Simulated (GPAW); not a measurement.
# BaTiO3 (P4mm) in GPAW: single point with LDA

Aim: the single point of BaTiO3 with LDA.

Everything below comes from runs of GPAW 26.7.0. Logs are shortened: lines on timing, memory, paths and dates and some standing lists are left out, and cuts for length are marked. The log counts tension as positive stress, the text compression.

### Step 1. The structure

It takes space group P4mm (No. 99, tetragonal). Conventional cell: a = 4.000 Å, b = 4.000 Å, c = 4.018 Å, α = 90.00°, β = 90.00°, γ = 90.00°. Ba (site symmetry 4mm) is surrounded by 12 O at 2.79 to 2.88 Å. Ti (site symmetry 4mm) has 6 O at 1.89 to 2.13 Å as nearest neighbours. O (site symmetry 2mm) is surrounded by 2 Ti at 2.00 Å. O (site symmetry 4mm) is surrounded by 2 Ti at 1.89 to 2.13 Å.

### Step 2. Single point, LDA

run.py reads:

```python
from ase import Atoms
from ase.dft.bandgap import bandgap
from ase.io import write
from ase.units import GPa
from gpaw import GPAW, PW

atoms = Atoms(['Ba', 'Ti', 'O', 'O', 'O'],
              cell=[[3.9998, 0.0, 0.0],
                    [0.0, 3.9998, 0.0],
                    [0.0, 0.0, 4.018]],
              scaled_positions=[[0.0, 0.0, 0.0],
                                [0.5, 0.5, 0.49],
                                [0.0, 0.5, 0.517],
                                [0.5, 0.0, 0.517],
                                [0.5, 0.5, 0.019]],
              pbc=True)

calc = GPAW(mode=PW(650),
            xc='LDA',
            kpts={'size': (6, 6, 6), 'gamma': True},
            occupations={'name': 'fermi-dirac', 'width': 0.05},
            nbands=36,
            maxiter=120,
            txt='gpaw.txt')
atoms.calc = calc
energy = atoms.get_potential_energy()
forces = atoms.get_forces()
stress = atoms.get_stress()
calc.write('gs.gpw')
write('result.traj', atoms)
print(f'Energy: {energy:.6f} eV')
print('Forces (eV/A):')
print(forces.round(4))
print('Stress (GPa):', (stress / GPa).round(3))
print('Fermi level:', round(calc.get_fermi_level(), 4), 'eV')
print(f'Gap: {bandgap(calc)[0]:.4f} eV, direct: {bandgap(calc, direct=True)[0]:.4f} eV')
```

Potentials or basis: the program's PAW data sets (release 1.2.1) made for this functional, pw.

Started as:

```
OMP_NUM_THREADS=1 python run.py
```

gpaw.txt:

```text
__  _  _
 | _ |_)|_||  |
 |__||  | ||/\| - 26.7.0

Input parameters:
  mode=PW(ecut=650.0),
  kpts=MonkhorstPack(size=(6, 6, 6), gamma=True),
  maxiter=120,
  nbands=36,
  occupations=Occupations(name='fermi-dirac', width=0.05),
  xc=XC(name='LDA')

Diagonalizing LCAO Hamiltonian
Converting LCAO to pw mode
   .---------.
  /|         |
 * |         |
 |O|         |
 | |  OTi    |
 | .---------.
 |/    O    /
 Ba--------*

Atoms  # Å, Bohr magnetons
|   | symbol |        x |        y |        z |    initial magnetic moments |
|---|--------|----------|----------|----------|-----------------------------|
| 0 |     Ba | 0.000000 | 0.000000 | 0.000000 | ( 0.0000,  0.0000,  0.0000) |
| 1 |     Ti | 1.999900 | 1.999900 | 1.968820 | ( 0.0000,  0.0000,  0.0000) |
| 2 |      O | 0.000000 | 1.999900 | 2.077306 | ( 0.0000,  0.0000,  0.0000) |
| 3 |      O | 1.999900 | 0.000000 | 2.077306 | ( 0.0000,  0.0000,  0.0000) |
| 4 |      O | 1.999900 | 1.999900 | 0.076342 | ( 0.0000,  0.0000,  0.0000) |

Unit cell  # Å
| periodic |        x |        y |        z |  lengths |    angles |
|----------|----------|----------|----------|----------|-----------|
|      yes | 3.999800 | 0.000000 | 0.000000 | 3.999800 | 90.000000 |
|      yes | 0.000000 | 3.999800 | 0.000000 | 3.999800 | 90.000000 |
|      yes | 0.000000 | 0.000000 | 4.018000 | 4.018000 | 90.000000 |

Number of symmetries: 8
Symmetry operations  # r_c * U_cc + t_c -> r_c
|   | kind |            matrix            |
|---|------|------------------------------|
| 0 |  E   |  1, 0, 0,  0, 1, 0,  0, 0, 1 |
| 1 |  σ   |  1, 0, 0,  0,-1, 0,  0, 0, 1 |
| 2 |  σ   |  0, 1, 0,  1, 0, 0,  0, 0, 1 |
| 3 |  C4  |  0, 1, 0, -1, 0, 0,  0, 0, 1 |
| 4 |  C4  |  0,-1, 0,  1, 0, 0,  0, 0, 1 |
| 5 |  σ   |  0,-1, 0, -1, 0, 0,  0, 0, 1 |
| 6 |  σ   | -1, 0, 0,  0, 1, 0,  0, 0, 1 |
| 7 |  C2  | -1, 0, 0,  0,-1, 0,  0, 0, 1 |

BZ-sampling:
  Number of BZ points: 216
  Number of IBZ points: 40

  Monkhorst-Pack size: [6, 6, 6]
  Monkhorst-Pack shift: [0.08333333333333333, 0.08333333333333333, 0.08333333333333333]

K-points  # in reciprocal-cell coordinates
|     |                                coordinates |     weight |
|-----|--------------------------------------------|------------|
|   0 | (  0.00000000,   0.00000000,   0.00000000) | 0.00462963 |
|   1 | (  0.00000000,   0.00000000,   0.16666667) | 0.00925926 |
|   2 | (  0.00000000,   0.00000000,   0.33333333) | 0.00925926 |
|   3 | (  0.00000000,   0.00000000,   0.50000000) | 0.00462963 |
|   4 | (  0.16666667,   0.00000000,   0.00000000) | 0.01851852 |
|   5 | (  0.16666667,   0.00000000,   0.16666667) | 0.03703704 |
|   6 | (  0.16666667,   0.00000000,   0.33333333) | 0.03703704 |
|   7 | (  0.16666667,   0.00000000,   0.50000000) | 0.01851852 |
|   8 | (  0.16666667,   0.16666667,   0.00000000) | 0.01851852 |
|   9 | (  0.16666667,   0.16666667,   0.16666667) | 0.03703704 |
| ... |                                            |            |
|  39 | (  0.50000000,   0.50000000,   0.50000000) | 0.00462963 |

Plane wave coefficients: 2469
Cutoff: 650.0 eV

Spin-components: 1 (collinear spins)
Bands:           36
Projectors:      27
Spin-degeneracy: 2
Datatype:        complex128

Parallelization:
  kpt:    1
  domain: 1
  band:   1

Density:
  Valence electrons: 40.0
  Components: 1
  Grid points: [24 24 24]
  Charge: 0.0  # |e|

Potential:
  Grid points: [24 24 24]

species:
  Ba:
    name:    Barium
    Z:       56.0
    valence: 10
    core:    46
    charge:  0.0  # [|e|]
    compensation charges:
      type: gauss
      rc: 0.37  # [Å]
      lmax: 2
    cutoffs:
      filter: 2.06  # [Å]
      core: 2.33  # [Å]
    projectors
    | kind |    occ | energy [eV] | rcut [Å] |
    |------|--------|-------------|----------|
    |   5s |  2.000 |     -33.774 |    1.164 |
    |   6s |  2.000 |      -3.346 |    1.164 |
    |   5p |  6.000 |     -18.813 |    1.164 |
    |    p |        |       0.000 |    1.164 |
    |    d |        |       0.000 |    1.164 |
    |    d |        |      27.211 |    1.164 |

    Using partial waves for Ba as LCAO basis

  Ti:
    name:    Titanium
    Z:       22.0
    valence: 12
    core:    10
    charge:  0.0  # [|e|]
    compensation charges:
      type: gauss
      rc: 0.38  # [Å]
      lmax: 2
    cutoffs:
      filter: 2.23  # [Å]
      core: 1.02  # [Å]
    projectors
    | kind |    occ | energy [eV] | rcut [Å] |
    |------|--------|-------------|----------|
    |   3s |  2.000 |     -62.257 |    1.270 |
    |   4s |  2.000 |      -4.593 |    1.270 |
    |   3p |  6.000 |     -38.791 |    1.058 |
    |   4p |  0.000 |      -1.536 |    1.058 |
    |   3d |  2.000 |      -4.463 |    1.058 |
    |    d |        |      22.748 |    1.058 |

    Using partial waves for Ti as LCAO basis

  O:
    name:    Oxygen
    Z:       8.0
    valence: 6
    core:    2
    charge:  0.0  # [|e|]
    compensation charges:
      type: gauss
      rc: 0.21  # [Å]
      lmax: 2
    cutoffs:
      filter: 1.17  # [Å]
      core: 0.83  # [Å]
    projectors
    | kind |    occ | energy [eV] | rcut [Å] |
    |------|--------|-------------|----------|
    |   2s |  2.000 |     -23.752 |    0.688 |
    |   2p |  4.000 |      -9.195 |    0.598 |
    |    s |        |       3.459 |    0.688 |
    |    p |        |      18.016 |    0.598 |
    |    d |        |       0.000 |    0.619 |

    Using partial waves for O as LCAO basis

Reference energy: -250365.446817  # eV

eigensolver:
  PPCG
  Converge bands: occupied
  niter=2

density mixing:
  MSR1-Mixer
  Pratt-step length: 0.05
  Maximum mixing coefficient: 0.75
  Old densities: 10
  SVD Regularization: 0.005
  Good broyden scale: 1.0
  Trust region scale: 1.0
  Backstep threshold: 4.0
  History deletion threshold: 6.0
  Fourier metric: weight=20.0, sigma=0.015

occupation numbers:
  Fermi-Dirac:
    width: 0.0500  # eV

poisson solver:
  ecut: 5200.0  # eV

xc functional:
  name: None

convergence criteria:
- Maximum [total energy] change in last 3 cyles: 0.0005 eV / valence electron
- Maximum integral of absolute [dens]ity change: 0.0001 electrons / valence electron
- Maximum integral of absolute [eigenst]ate change: 4e-08 eV^2 / valence electron
maximum number of iterations: 120

SCF iterations
|iter     | |      energy | eigst |  dens |
|---------|-|-------------|-------|-------|
|iter:   1| |  -48.831291 | +0.16 |       |
|iter:   2| |  -47.184810 | -1.51 | -0.88 |
|iter:   3| |  -43.922641 | -0.98 | -0.95 |
|iter:   4| |  -43.721093 | -2.22 | -1.47 |
|iter:   5| |  -43.671055 | -2.93 | -1.65 |
|iter:   6| |  -43.666674 | -3.71 | -2.00 |
|iter:   7| |  -43.666522c| -4.57 | -2.77 |
|iter:   8| |  -43.666449c| -5.40 | -3.06 |
|iter:   9| |  -43.666446c| -6.47 | -3.61 |
|iter:  10| |  -43.666447c| -7.85c| -4.15c|

Converged in 10 steps
Energy contributions relative to reference atoms: (reference = -250365.446817)

Energy contributions:
  Kinetic:          36.604860
  Coulomb:         -40.036837
  Zero:              0.653187
  External:          0.000000
  Xc:              -40.887657
  Entropy:          -0.000000
  Spinorbit:         0.000000
  ----------------------------
  Free energy:     -43.666447
  Extrapolated:    -43.666447

dipole moment: (-35.335411, -35.335411, -33.815889)  # |e|*Ang

Fermi level: 8.176
Eigenvalues  # (at kpt = [0.000, 0.000, 0.000])
| band index |      eig [eV] | occ [0-2] |
|------------|---------------|-----------|
|          0 |       -48.606 |     2.000 |
|        ... |               |           |
|         12 |         4.963 |     2.000 |
|         13 |         4.963 |     2.000 |
|         14 |         6.041 |     2.000 |
|         15 |         6.041 |     2.000 |
|         16 |         6.134 |     2.000 |
|         17 |         7.006 |     2.000 |
[... 8 lines left out ...]
|         26 |        12.234 |     0.000 |
|         27 |        14.426 |     0.000 |
|        ... |               |           |
|         35 |        26.659 |     0.000 |

Gap: 1.723 eV
Transition (v -> c):
  (s=0, k=39, n=19, [0.50, 0.50, 0.50]) -> (s=0, k=0, n=20, [0.00, 0.00, 0.00])
Direct/indirect transitions are different
Direct gap: 2.005 eV
Transition at: (s=0, k=0, n=19, [0.00, 0.00, 0.00])

Forces  # eV/Ang
|       x |       y |        z |
|---------|---------|----------|
| 0.00000 | 0.00000 |  0.02431 |  # Ba   0
| 0.00000 | 0.00000 | -0.17944 |  # Ti   1
| 0.00000 | 0.00000 | -0.11536 |  # O    2
| 0.00000 | 0.00000 | -0.11536 |  # O    3
| 0.00000 | 0.00000 |  0.38561 |  # O    4

Stress tensor  # eV/Ang^3
|         x |        y |         z |
|-----------|----------|-----------|
|  0.060256 | 0.000000 | -0.000000 |
|  0.000000 | 0.060256 |  0.000000 |
| -0.000000 | 0.000000 |  0.054734 |

# Writing to gs.gpw (mode='')
```

Run time: 55 s. Hardware: 1 thread of Arm Neoverse V2, shared host; peak memory 0.24 GiB.

Results:

| Item | Value |
| --- | --- |
| Free energy | -43.6664 eV |
| Pressure | -9.4 GPa |
| Largest force | 0.386 eV/Å |
| Band gap on the k mesh | 1.72 eV, indirect (least direct gap 2.00 eV) |

Forces on the atoms (eV/Å):
```
Ba   0.000  0.000  0.024
Ti   0.000  0.000 -0.179
O    0.000  0.000 -0.115
O    0.000  0.000 -0.115
O    0.000  0.000  0.386
```

Caveat: the cutoff is short for stress and forces, so pressures can be off by a GPa or more; spin-orbit coupling is left out, which moves the levels of the heavy elements. A k mesh can miss the band edges.
